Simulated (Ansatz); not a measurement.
Crystal: SrVO3.

```
Sr V O
1.0
     3.84090    0.00000    0.00000
     0.00000    3.84090    0.00000
     0.00000    0.00000    3.84090
Sr V O
1 1 3
Cartesian
  1.9204 1.9204 1.9204
  0.0000 0.0000 0.0000
  0.0000 0.0000 1.9204
  0.0000 1.9204 0.0000
  1.9204 0.0000 0.0000
```

```yaml
Program: Ansatz 0.2.0
Task: relaxation of cell and atoms
Functional: PBEsol
Potentials_or_basis: Ansatz PAW
Cutoff: "420 eV (not typed: the program's choice for these potentials)"
k_mesh: 7 × 7 × 7
Occupations: fermi-dirac, width 0.05 eV
Spin: collinear spin, ferromagnetic start
Starting_moments: "[0.0, 2.0, 0.0, 0.0, 0.0] μB"
Hubbard_terms: V d U = 4.5 eV
```

At the start: volume 11.33 Å³/atom.

Where does the relaxation end?

It ends after 11 steps and the volume is 11.41 Å³/atom (+0.7 %); space group R-3m (No. 166, to 0.05 Å); moment 1.00 μB per cell.

The path:
```tsv
step	energy change (eV)	largest force (eV/Å)	volume (Å³)
1	0.0000	0.0000	56.66
2	-0.0002	0.0000	56.62
3	0.0000	0.0000	56.62
4	-0.1716	0.0000	56.62
5	-0.1784	0.0000	56.96
6	-0.1824	0.0000	56.99
7	-0.1822	0.0000	57.05
8	-0.1847	0.0000	57.05
9	-0.1847	0.0000	57.06
10	-0.1847	0.0000	57.06
11	-0.1847	0.0000	57.06
```

Final structure:
```cif
data_structure
_symmetry_space_group_name_H-M 'P 1'
_symmetry_Int_Tables_number 1
_cell_length_a 3.8503
_cell_length_b 3.8503
_cell_length_c 3.8503
_cell_angle_alpha 89.244
_cell_angle_beta 89.244
_cell_angle_gamma 90.756
_cell_volume 57.06
loop_
_atom_site_label
_atom_site_type_symbol
_atom_site_fract_x
_atom_site_fract_y
_atom_site_fract_z
_atom_site_occupancy
Sr1 Sr 0.50000 0.50000 0.50000 1
V1 V 0.00000 0.00000 0.00000 1
O1 O 0.00000 0.00000 0.50000 1
O2 O 0.00000 0.50000 0.00000 1
O3 O 0.50000 0.00000 0.00000 1
```

Caveat: the magnetic or orbital state may not be the lowest; the plane-wave basis is chosen anew once the cell has moved, so the energies of steps on either side of that aren't comparable; the pressure holds a Pulay correction of +0.7 GPa for the finite cutoff; the PAW data sets come from PBE, with cores solved anew for the run's functional, which leaves a small shift of forces and pressure.
